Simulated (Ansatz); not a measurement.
# Strain and the gap of HfO2 (Fm-3m)

HfO2 (started from an entry of an open crystallographic database), relaxed with r2SCAN in Ansatz. Space group Fm-3m (No. 225), cubic; conventional cell a = 5.058 Å, 10.79 Å³ an atom. Hf has 8 O at 2.19 Å; O has 4 Hf at 2.19 Å.

The axes x, y and z are those of this cell:
```
CELL_PARAMETERS angstrom
0.00000 2.52918 2.52918
2.52918 0.00000 2.52918
2.52918 2.52918 0.00000
ATOMIC_POSITIONS crystal
Hf 0.00000 0.00000 0.00000
O 0.25000 0.25000 0.25000
O 0.75000 0.75000 0.75000
```

Unstrained: PBE gives a direct gap of 3.803 eV at X. The r2SCAN gap is direct at X: 4.303 eV. The HSE06 gap is direct at X: 5.409 eV. Meshes: PBE 8×8×8, r2SCAN 8×8×8, HSE06 6×6×6. Strains are changes of length per length, and xy shears are angles. After each strain the atoms were relaxed again with r2SCAN within the symmetry that the strain leaves, so tilts or polar shifts that break it weren't tested; points keep the names that they have in the unstrained zone. No spin polarisation and no zero-point or thermal motion.

Changes of the least gap in eV (an overlap counts as a negative gap):
```tsv
strain	volume change (%)	space group	PBE	r2SCAN	HSE06	energy rise, r2SCAN (meV/atom)
isotropic -1.17 % on every length	-3.5	Fm-3m	+0.083	+0.094	+0.100	11.7
uniaxial -2.74 % along y	-2.7	I4/mmm	-0.219	-0.190	-0.162	15.8
xy shear, engineering strain (angle) -2.37 %	0.0	Immm	+0.001	+0.001	+0.001	1.4
uniaxial +5.16 % along x	+5.2	I4/mmm	-0.595	-0.592	-0.588	49.9
```

Isotropic -1.17 % on every length. HSE06: the gap goes from 5.409 to 5.509 eV (+0.100 eV). Stress change with r2SCAN, compression positive: xx +10.30, yy +10.30, zz +10.30 GPa. For HSE06, dE_g/d ln V = -2.8 eV over this step.

Uniaxial -2.74 % along y, other directions held. HSE06: the gap goes from 5.409 to 5.247 eV (-0.162 eV); it turns from direct (X) to indirect (X → X [(0, -1/2, -1/2)]); least and direct gap lie within 0.04 eV, so its kind isn't settled. Stress change with r2SCAN, compression positive: xx +3.30, yy +17.44, zz +3.30 GPa.

Xy shear, engineering strain (angle) -2.37 %. HSE06: the gap goes from 5.409 to 5.410 eV (+0.001 eV). Stress change with r2SCAN, compression positive: xx +0.09, yy +0.09, zz +0.07, xy +1.76 GPa.

Uniaxial +5.16 % along x, other directions held. HSE06: the gap goes from 5.409 to 4.821 eV (-0.588 eV); it turns from direct (X) to indirect (X → Γ). Stress change with r2SCAN, compression positive: xx -27.81, yy -4.35, zz -4.35 GPa.

No spin-orbit coupling is included; it can move band edges with weight on the heavy atoms by tenths of an eV.

The meshes of the hybrids are coarse, so their gaps aren't converged to the digits shown.
